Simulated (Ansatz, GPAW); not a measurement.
Given: the input of a run of Ansatz 0.2.0 on Se (Selenium). 

Contents of input.yaml:

```yaml
crystal:
  lattice:
    - [4.3662, 0.0, 0.0]
    - [-2.1831, 3.781240118, 0.0]
    - [0.0, 0.0, 4.9536]
  atoms:
    - { symbol: Se, position: [0.7746, 0.7746, 0.0] }
    - { symbol: Se, position: [0.0, 0.2254, 0.6666666667] }
    - { symbol: Se, position: [0.2254, 0.0, 0.3333333333] }
hamiltonian:
  xc: pbe
  pseudopotentials: { kind: paw }
kpoints:
  mp_grid: { grid: [7, 7, 6] }
scf:
  occupations: { method: gaussian, width: 0.012 }
output:
  forces: true
  stress: true
  eigenvalues: true
```

Potentials or basis: Ansatz PAW.

Command:

```bash
$ ansatz run input.yaml --threads 2 --pin off --max-ram 5632MiB --backend cpu --events-out ev --progress --plain --runs-dir out
```

Task: Set up the same calculation for GPAW 26.7.0 (ASE script). Potentials or basis there: GPAW PAW data sets (gpaw-data 1.2.1), cutoff 600 eV.

Result: As run (cutoffs and basis follow the program's own potentials, and thresholds, step limits or extra output files can differ):

Contents of run.py:

```python
from ase.dft.bandgap import bandgap
from ase.io import read, write
from ase.units import Bohr, GPa
from gpaw import GPAW, PW
from gpaw.elf import elf_from_dft_calculation

atoms = read('Se.xyz')

calc = GPAW(mode=PW(600),
            xc='PBE',
            kpts={'size': (7, 7, 6), 'gamma': True},
            occupations={'name': 'methfessel-paxton', 'order': 0, 'width': 0.012},
            nbands=19,
            convergence={'density': 1e-05, 'energy': 1e-05},
            maxiter=150,
            txt='gpaw.txt')
atoms.calc = calc
energy = atoms.get_potential_energy()
forces = atoms.get_forces()
stress = atoms.get_stress()
calc.write('gs.gpw')
write('result.traj', atoms)
print(f'Energy: {energy:.6f} eV')
print('Forces (eV/A):')
print(forces.round(4))
print('Stress (GPa):', (stress / GPa).round(3))
print('Fermi level:', round(calc.get_fermi_level(), 4), 'eV')
print(f'Gap: {bandgap(calc)[0]:.4f} eV, direct: {bandgap(calc, direct=True)[0]:.4f} eV')

# fields on the real-space grid
write('density.cube', atoms, data=calc.get_pseudo_density() * Bohr**3)
write('potential.cube', atoms, data=calc.get_electrostatic_potential())
write('elf.cube', atoms, data=elf_from_dft_calculation(calc).data)
```

Contents of Se.xyz:

```xyz
3
Lattice="4.3662000000 0.0000000000 0.0000000000 -2.1831000000 3.7812401180 0.0000000000 0.0000000000 0.0000000000 4.9536000000" Properties=species:S:1:pos:R:3 pbc="T T T"
Se     1.6910292600      2.9289485954      0.0000000000
Se    -0.4920707400      0.8522915226      3.3024000002
Se     0.9841414800      0.0000000000      1.6511999998
```

Potentials or basis: GPAW PAW data sets (gpaw-data 1.2.1), pw.

Run with:

```console
$ OMP_NUM_THREADS=1 python run.py
```

Both were run:

|  | Ansatz | GPAW |
| --- | --- | --- |
| Pressure | 2.8 GPa | 2.8 GPa |
| Largest force | 0.401 eV/Å | 0.420 eV/Å |

Ansatz's pressure holds a Pulay term of +0.01 GPa for its cutoff of 420 eV, which the other run lacks.

The potentials hold 48 and 18 valence electrons a cell.

Where Ansatz's input types no cutoff or centring, it takes its own default and a Γ-centred mesh.

Pressure is positive in compression.
